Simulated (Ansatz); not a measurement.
# Sr (Im-3m) in Ansatz: notebook

The runs below take Sr through magnetic field, single point, equation of state, with PBEsol+D3(BJ)+ATM, SVWN5.

Program: Ansatz 0.2.0. These are calculated values, not measurements. Logs are shortened: lines on timing, memory, paths and dates and some standing lists are left out, and cuts for length are marked.

## Step 1: The structure

The structure is cubic, space group Im-3m (No. 229). The conventional cell has a = 4.870 Å, b = 4.870 Å, c = 4.870 Å, α = 90.00°, β = 90.00°, γ = 90.00°. Sr (site symmetry m-3m) has 8 Sr at 4.22 Å as nearest neighbours.

This isn't the form of Sr at room conditions, which is fcc.

## Step 2: Magnetic field, PBEsol+D3(BJ)+ATM, non-collinear spin, random start (cell squeezed)

input.yaml

```yaml
crystal:
  lattice:
    - [-2.3334214704, 2.3334214704, 2.3334214704]
    - [2.3334214704, -2.3334214704, 2.3334214704]
    - [2.3334214704, 2.3334214704, -2.3334214704]
  atoms:
    - { symbol: Sr, position: [0.0, 0.0, 0.0], spin: 0.56, spin_axis: [0.173303, 0.866516, -0.468098] }
kpoints:
  mp_grid: { grid: [6, 6, 6] }
scf:
  occupations: { method: gaussian, width: 0.05 }
hamiltonian:
  xc: pbesol
  dispersion: d3bjatm
  pseudopotentials:
    kind: all_electron
    lapw: { basis_error: 0.002, muffin_tin_radii: { Sr: 1.415 } }
magnetization:
  noncollinear: true
  magnetic_field: [0, 0, 1000]
output:
  forces: true
  stress: true
  eigenvalues: true
```

Potentials or basis: all-electron LAPW, scalar-relativistic.

Started as:

```
$ ansatz run input.yaml --threads 1 --pin off --max-ram 2560MiB --backend cpu --events-out ev --progress --plain --runs-dir out
```

Output:

```text
Warning: RAYON_NUM_THREADS=1 ignored (pool sized by the plan → 1); use --threads N
LAPW: plane waves up to 6.792 Å⁻¹, error target 2.0e-3 eV per atom; small_component_spin mean_spin; Sr in spheres of 1.415 Å, 28 of its electrons in bands, Dirac shells [] (how accurate: hamiltonian.pseudopotentials.lapw.basis_error, Limitations)
Engine: ansatz 0.2.0, x86_64-unknown-linux-gnu
Pseudopotentials: kind: all_electron
Pseudopotential: Sr, LAPW, valence charge 28, lapw/all_electron/scalar/gaussian/Sr, Koelling and Harmon's equation, gaussian nucleus
Functional definition: PBEsol
  exchange = pbesol_x
  correlation = pbesol_c
Crystal: 1 atoms, lattice volume = 50.821 Å³
Basis set: ecut = 175.7723063166306 eV, 249 PW (Γ), exchange–correlation at level 2
Bands: 36, of which v1, the nominal top of the filled ones, is band 28 counted from 1 (27 counted from 0)
Symmetry: 2 space group operations
Magnetic group: BNS 2.4 (UNI 4), of the structure as read, at distance tolerance 3.7e-5 Å
k-points: 112 of 216
Non-local potential: Sr, projectors of the file, none
Initial density: superposition of atomic densities (chi_scale 0.1, normalization cell)
Starting moments: Σ|m| = 0.56 μB on 1 of 1 site
Magnetic field: (0, 0, 1000) T, on the spin alone (57.8838 meV per μB along it)
Initial wavefunctions: plane waves of lowest kinetic energy (no species holds an atomic orbital)
Functional: x = pbesol(κ = 0.804, μ = 0.12345679012345678), c = pbesol(β = 0.046)
iter 1 solved again at ethr=2.68e-5 eV; its pass at ethr=1.00e-1 eV (dr2=7.50e-3 eV) is discarded
SCF iter   1: F=—  HF=-86467.293182 eV  |F-HF|=—  |Δ(HF+E_count)|=         —  Δρ=4.43e-3  dr2=7.50e-3  dr2_m=4.03e-3  ethr=2.68e-5  |M|=2.88e-1 ∫|m|=2.88e-1 μB  β_m=0.30  ⟨swp⟩=3.3  Hψ=25046  notcnv=0
preconditioner: auto → none  [insulator: Δε(μ)=0.049 eV  Ē_g=3.654 eV  σ=0.050 eV  W_gap=0.50  n_scr=12 (ndim 8)  ℏωp=7.4 eV  f_vac=0.000  D(μ)=1.72/eV (n_scr^D=12)  ε∞_Penn≈5.1]
SCF iter   2: F=—  HF=-86467.308128 eV  |F-HF|=—  |Δ(HF+E_count)|=   1.49e-2  Δρ=3.83e-3  dr2=3.77e-3  dr2_m=3.03e-3  ethr=2.68e-5  |M|=2.43e-1 ∫|m|=2.43e-1 μB  β_m=0.30  ⟨swp⟩=2.1  Hψ=12012  notcnv=0  defer=6
preconditioner: auto → Kerker (q_TF=auto, 2.470 Å⁻¹)  [metal: Δε(μ)=0.038 eV  Ē_g=3.650 eV  σ=0.050 eV  W_gap=0.41  n_scr=12 (ndim 8)  ℏωp=7.4 eV  f_vac=0.000  D(μ)=2.28/eV (n_scr^D=18)]
spin=Noncollinear: Kerker preconditioning applied to the charge; magnetization (m_x, m_y, m_z) channels mix plain (no charge-response kernel on spin).
iter 3 solved again at ethr=2.00e-7 eV; its pass at ethr=1.35e-5 eV (dr2=5.59e-5 eV) is discarded
SCF iter   3: F=—  HF=-86467.321000 eV  |F-HF|=—  |Δ(HF+E_count)|=   1.29e-2  Δρ=4.09e-3  dr2=5.61e-5  dr2_m=3.01e-3  ethr=2.00e-7  |M|=1.65e-1 ∫|m|=1.65e-1 μB  β_m=0.30  ⟨swp⟩=2.2  Hψ=20829  notcnv=0
SCF iter   4: F=—  HF=-86467.329720 eV  |F-HF|=—  |Δ(HF+E_count)|=   8.72e-3  Δρ=4.01e-3  dr2=5.03e-5  dr2_m=2.61e-3  ethr=2.00e-7  |M|=1.04e-1 ∫|m|=1.05e-1 μB  β_m=0.30  ⟨swp⟩=3.1  Hψ=12980  notcnv=0
[... 17 lines left out ...]
SCF iter  19: F=-86467.349856 eV  HF=-86467.349856 eV  |F-HF|=5.82e-11  |Δ(HF+E_count)|=   1.92e-9  Δρ=1.01e-7  dr2=1.15e-11  dr2_m=1.48e-13  ethr=7.87e-12 (applied; sched 1.00e-12)  |M|=4.67e-2 ∫|m|=4.67e-2 μB  ⟨swp⟩=2.0  Hψ=11923  notcnv=0
SCF 1 converged in 19 iterations: F = -86467.349856 eV  dr2 = 1.15e-11
SCF converged after 19 iterations
Magnetization: |M| = 0.0467 μB,  M = (-0.0000, -0.0000, +0.0467) μB
Absolute magnetization: 0.0467 μB (∫|m|)
Moment direction: turned by 2.0579 rad
  site 0: m = (-0.0000, -0.0000, +0.0112) μB, |m| = 0.0112 μB  (R = 1.42 Å)
Free energy (F): -86467.349856 eV
Harris-Foulkes:  -86467.349856 eV  (|F-HF|=5.82e-11)
Internal energy: -86467.348230 eV  (E = F + TS)
E sigma→0 (E₀):  -86467.349043 eV
Entropy (-TS):   -0.001626 eV (-1.626 meV/atom)
Fermi energy:    6.510996 eV
--- Per-component energies (eV) ---
  E_band       = -3400.946905
  E_kinetic    = 89025.137992
  E_xc         = -2809.268385
  E_zeeman     = -0.002701  (= −μ_B·B·M)
  E_electrostatic = -172682.976604  (all electrons and nuclei)
  E_disp       = -0.238532  (pairwise vdW)
  E_smearing   = -0.001626  (= −TS)
  E_closure    = 0.000000  (closes the sum)
  E_atoms      = -86465.300749  (free atoms, spherical and without spin; not in F)
  Σ components = -86467.349856   (vs F -86467.349856, Δ=0.00e0)
  Basis errors (estimates in eV, not in F): energy 1.1e-3 per atom: plane waves 1.1e-3 (6.9e-4 summed), levels above the bands 0.0e0, relativity 5.4e-8, radial functions 1.6e-5, core shells 1.1e-13; eigenvalues (radial functions only) 1.8e-5; not estimated: angular momenta, meshes, grids; target (lapw.basis_error) 2.0e-3; muffin-tin radii Sr 1.415 Å
--- Forces (eV/Å), atoms counted from 1 ---
  atom   1  Sr     0.00000000     0.00000000     0.00000000
  max |Σ_I F_I| component: 0.00e0 eV/Å
--- Stress (GPa, compression-positive) ---
       -0.830754       0.000000       0.000000
        0.000000      -0.830754       0.000000
        0.000000       0.000000      -0.830754
  P = ⅓ Tr σ = -0.8308 GPa (-8.308 kbar)
--- Band table (eV; the first three rows and the last of 112) ---
  k-point 0: bands = ["-322.1209", "-322.0046", "-244.7220", "-244.7220", "-244.7220", "-244.6057", "-244.6057", "-244.6057", "-116.9220", "-116.9220", "-116.9220", "-116.9202", "-116.9202", "-116.8057", "-116.8057", "-116.8057", "-116.8033", "-116.8033", "-29.9102", "-29.7881", "-11.7933", "-11.7933", "-11.7933", "-11.6690", "-11.6690", "-11.6690", "2.6628", "2.8189", "8.9098", "8.9098", "8.9098", "9.0366", "9.0366", "9.0366", "10.3324", "10.3324"]
  k-point 1: bands = ["-322.1209", "-322.0046", "-244.7220", "-244.7220", "-244.7220", "-244.6057", "-244.6057", "-244.6057", "-116.9220", "-116.9220", "-116.9220", "-116.9202", "-116.9202", "-116.8057", "-116.8057", "-116.8057", "-116.8033", "-116.8033", "-29.9046", "-29.7826", "-11.8620", "-11.8153", "-11.7935", "-11.7375", "-11.6910", "-11.6692", "3.1614", "3.3172", "8.4776", "8.5094", "8.6140", "8.6391", "9.4045", "9.5313", "9.9936", "10.1432"]
  k-point 2: bands = ["-322.1209", "-322.0046", "-244.7220", "-244.7220", "-244.7220", "-244.6057", "-244.6057", "-244.6057", "-116.9220", "-116.9220", "-116.9220", "-116.9202", "-116.9202", "-116.8057", "-116.8057", "-116.8057", "-116.8033", "-116.8033", "-29.8934", "-29.7714", "-11.9949", "-11.8701", "-11.8589", "-11.7938", "-11.7346", "-11.6694", "4.4153", "4.5701", "7.3789", "7.5295", "7.9018", "8.0345", "10.2073", "10.3497", "10.5417", "10.6922"]
  k-point 111: bands = ["-322.1209", "-322.0046", "-244.7220", "-244.7220", "-244.7220", "-244.6057", "-244.6057", "-244.6057", "-116.9220", "-116.9220", "-116.9220", "-116.9202", "-116.9202", "-116.8057", "-116.8057", "-116.8057", "-116.8033", "-116.8033", "-29.8708", "-29.7488", "-11.9813", "-11.9813", "-11.9813", "-11.8568", "-11.8568", "-11.8568", "6.1939", "6.1939", "6.3566", "6.3566", "10.3384", "10.3384", "10.3384", "10.4826", "10.4826", "10.4826"]
```

Run time: 95 s. Hardware: 1 thread of Intel Xeon Platinum 8488C (Sapphire Rapids), shared host; peak memory 0.42 GiB.

What came out:

| Property | Result |
| --- | --- |
| Free energy | -86467.3499 eV |
| Pressure | -0.8 GPa |
| Band gap on the k mesh | none (metal or under the smearing width) |
| Net moment | 0.05 μB per cell |
| Absolute moment | 0.05 μB per cell |

Moments on the atoms (μB; x, y, z):
```
Sr  0.00 0.00 0.01
```

Caveat: the k mesh is thin for a metal, which can move the energy by tens of meV per atom; the cell was measured hot, at 901 K; pairwise dispersion overbinds metals, which lowers pressure and volume; the starting moments weren't kept.

## Step 3: Single point, SVWN5, collinear spin, ferromagnetic start, 54.29 Å³/atom (volume scaled by 0.94)

input.yaml

```yaml
crystal:
  lattice:
    - [-2.3852921747, 2.3852921747, 2.3852921747]
    - [2.3852921747, -2.3852921747, 2.3852921747]
    - [2.3852921747, 2.3852921747, -2.3852921747]
  atoms:
    - { symbol: Sr, position: [0.0, 0.0, 0.0], spin: 0.5 }
kpoints:
  mp_grid: { grid: [8, 8, 8] }
scf:
  occupations: { method: fermi_dirac, width: 0.05 }
hamiltonian:
  xc: { exchange: slater, correlation: vwn5 }
  pseudopotentials: { kind: all_electron, lapw: { basis_error: 0.002 } }
magnetization:
  spin_polarized: true
output:
  forces: true
  stress: true
  eigenvalues: true
```

Potentials or basis: all-electron LAPW, scalar-relativistic.

Started as:

```
$ ansatz run input.yaml --threads 1 --pin off --max-ram 2560MiB --backend cpu --events-out ev --progress --plain --runs-dir out
```

It took 3.2 s on 1 thread of Intel Xeon Platinum 8488C (Sapphire Rapids), shared host; peak memory 0.26 GiB.

Results (log left out):

```
Free energy            : -86419.7148 eV
Pressure               : -1.4 GPa
Band gap on the k mesh : none (metal or under the smearing width)
Net moment             : 0.00 μB per cell
Absolute moment        : 0.00 μB per cell
```

Caveat: the cell was measured hot, at 901 K; the starting moments weren't kept.

## Step 4: Single point, SVWN5, collinear spin, ferromagnetic start, 55.44 Å³/atom (volume scaled by 0.96)

Changes to input.yaml since step 3:

```diff
@@ -2,5 +2,5 @@
   lattice:
-    - [-2.3852921747, 2.3852921747, 2.3852921747]
-    - [2.3852921747, -2.3852921747, 2.3852921747]
-    - [2.3852921747, 2.3852921747, -2.3852921747]
+    - [-2.4020905604, 2.4020905604, 2.4020905604]
+    - [2.4020905604, -2.4020905604, 2.4020905604]
+    - [2.4020905604, 2.4020905604, -2.4020905604]
   atoms:
```

Started as:

```
$ ansatz run input.yaml --threads 1 --pin off --max-ram 2560MiB --backend cpu --events-out ev --progress --plain --runs-dir out
```

Wall time 3.1 s (1 thread of Intel Xeon Platinum 8488C (Sapphire Rapids), shared host); peak memory 0.28 GiB.

It converged, with:

```yaml
Free_energy: -86419.7037 eV
Pressure: -1.6 GPa
Band_gap_on_the_k_mesh: none (metal or under the smearing width)
Net_moment: 0.00 μB per cell
Absolute_moment: 0.00 μB per cell
```

Caveat: the cell was measured hot, at 901 K; the starting moments weren't kept.

## Step 5: Single point, SVWN5, collinear spin, ferromagnetic start, 56.60 Å³/atom (volume scaled by 0.98)

Changes to input.yaml since step 4:

```diff
@@ -2,5 +2,5 @@
   lattice:
-    - [-2.4020905604, 2.4020905604, 2.4020905604]
-    - [2.4020905604, -2.4020905604, 2.4020905604]
-    - [2.4020905604, 2.4020905604, -2.4020905604]
+    - [-2.4186572257, 2.4186572257, 2.4186572257]
+    - [2.4186572257, -2.4186572257, 2.4186572257]
+    - [2.4186572257, 2.4186572257, -2.4186572257]
   atoms:
```

Started as:

```
$ ansatz run input.yaml --threads 1 --pin off --max-ram 2560MiB --backend cpu --events-out ev --progress --plain --runs-dir out
```

Wall time 2.8 s (1 thread of Intel Xeon Platinum 8488C (Sapphire Rapids), shared host); peak memory 0.27 GiB.

It converged, with:

```yaml
Free_energy: -86419.6914 eV
Pressure: -1.8 GPa
Band_gap_on_the_k_mesh: none (metal or under the smearing width)
Net_moment: 0.00 μB per cell
Absolute_moment: 0.00 μB per cell
```

Caveat: the cell was measured hot, at 901 K; the starting moments weren't kept.

## Step 6: Single point, SVWN5, collinear spin, ferromagnetic start, 57.75 Å³/atom

Changes to input.yaml since step 5:

```diff
@@ -2,5 +2,5 @@
   lattice:
-    - [-2.4186572257, 2.4186572257, 2.4186572257]
-    - [2.4186572257, -2.4186572257, 2.4186572257]
-    - [2.4186572257, 2.4186572257, -2.4186572257]
+    - [-2.435, 2.435, 2.435]
+    - [2.435, -2.435, 2.435]
+    - [2.435, 2.435, -2.435]
   atoms:
```

Potentials or basis: all-electron LAPW, scalar-relativistic.

Started as:

```
$ ansatz run input.yaml --threads 1 --pin off --max-ram 2560MiB --backend cpu --events-out ev --progress --plain --runs-dir out
```

It took 2.7 s on 1 thread of Intel Xeon Platinum 8488C (Sapphire Rapids), shared host; peak memory 0.25 GiB.

It converged, with:

* Free energy: -86419.6780 eV
* Pressure: -1.9 GPa
* Band gap on the k mesh: none (metal or under the smearing width)
* Net moment: 0.00 μB per cell
* Absolute moment: 0.00 μB per cell

Caveat: the cell was measured hot, at 901 K; the starting moments weren't kept.

## Step 7: Single point, SVWN5, collinear spin, ferromagnetic start, 58.91 Å³/atom (volume scaled by 1.02)

Changes to input.yaml since step 6:

```diff
@@ -2,5 +2,5 @@
   lattice:
-    - [-2.435, 2.435, 2.435]
-    - [2.435, -2.435, 2.435]
-    - [2.435, 2.435, -2.435]
+    - [-2.4511262978, 2.4511262978, 2.4511262978]
+    - [2.4511262978, -2.4511262978, 2.4511262978]
+    - [2.4511262978, 2.4511262978, -2.4511262978]
   atoms:
```

Started as:

```
$ ansatz run input.yaml --threads 1 --pin off --max-ram 2560MiB --backend cpu --events-out ev --progress --plain --runs-dir out
```

Wall time 2.7 s (1 thread of Intel Xeon Platinum 8488C (Sapphire Rapids), shared host); peak memory 0.28 GiB.

It converged, with:

```yaml
Free_energy: -86419.6637 eV
Pressure: -2.0 GPa
Band_gap_on_the_k_mesh: none (metal or under the smearing width)
Net_moment: 0.00 μB per cell
Absolute_moment: 0.00 μB per cell
```

Caveat: the cell was measured hot, at 901 K; the starting moments weren't kept.

## Step 8: Single point, SVWN5, collinear spin, ferromagnetic start, 60.06 Å³/atom (volume scaled by 1.04)

Changes to input.yaml since step 7:

```diff
@@ -2,5 +2,5 @@
   lattice:
-    - [-2.4511262978, 2.4511262978, 2.4511262978]
-    - [2.4511262978, -2.4511262978, 2.4511262978]
-    - [2.4511262978, 2.4511262978, -2.4511262978]
+    - [-2.4670431483, 2.4670431483, 2.4670431483]
+    - [2.4670431483, -2.4670431483, 2.4670431483]
+    - [2.4670431483, 2.4670431483, -2.4670431483]
   atoms:
```

Started as:

```
$ ansatz run input.yaml --threads 1 --pin off --max-ram 2560MiB --backend cpu --events-out ev --progress --plain --runs-dir out
```

Run time: 2.8 s. Hardware: 1 thread of Intel Xeon Platinum 8488C (Sapphire Rapids), shared host; peak memory 0.28 GiB.

It converged, with:

```yaml
Free_energy: -86419.6486 eV
Pressure: -2.1 GPa
Band_gap_on_the_k_mesh: none (metal or under the smearing width)
Net_moment: 0.00 μB per cell
Absolute_moment: 0.00 μB per cell
```

Caveat: the cell was measured hot, at 901 K; the starting moments weren't kept.

## Step 9: Single point, SVWN5, collinear spin, ferromagnetic start, 61.22 Å³/atom (volume scaled by 1.06)

Changes to input.yaml since step 8:

```diff
@@ -2,5 +2,5 @@
   lattice:
-    - [-2.4670431483, 2.4670431483, 2.4670431483]
-    - [2.4670431483, -2.4670431483, 2.4670431483]
-    - [2.4670431483, 2.4670431483, -2.4670431483]
+    - [-2.4827572226, 2.4827572226, 2.4827572226]
+    - [2.4827572226, -2.4827572226, 2.4827572226]
+    - [2.4827572226, 2.4827572226, -2.4827572226]
   atoms:
```

Potentials or basis: all-electron LAPW, scalar-relativistic.

Started as:

```
$ ansatz run input.yaml --threads 1 --pin off --max-ram 2560MiB --backend cpu --events-out ev --progress --plain --runs-dir out
```

Wall time 2.8 s (1 thread of Intel Xeon Platinum 8488C (Sapphire Rapids), shared host); peak memory 0.28 GiB.

It converged, with:

| Item | Value |
| --- | --- |
| Free energy | -86419.6327 eV |
| Pressure | -2.2 GPa |
| Band gap on the k mesh | none (metal or under the smearing width) |
| Net moment | 0.00 μB per cell |
| Absolute moment | 0.00 μB per cell |

Caveat: the cell was measured hot, at 901 K; the starting moments weren't kept.

## Step 10: Equation of state, SVWN5, collinear spin, ferromagnetic start

Potentials or basis: all-electron LAPW, scalar-relativistic.

No new run: the results of the series are fitted here.

What came out:

```
Equilibrium volume : outside the volumes run
```

Energy against volume, from the lowest point:
```csv
volume (Å³/atom),energy (meV/atom)
54.286,0.00
55.441,11.10
56.596,23.43
57.751,36.82
58.906,51.14
60.061,66.26
61.216,82.13
```

Caveat: the cell was measured hot, at 901 K; the starting moments weren't kept.
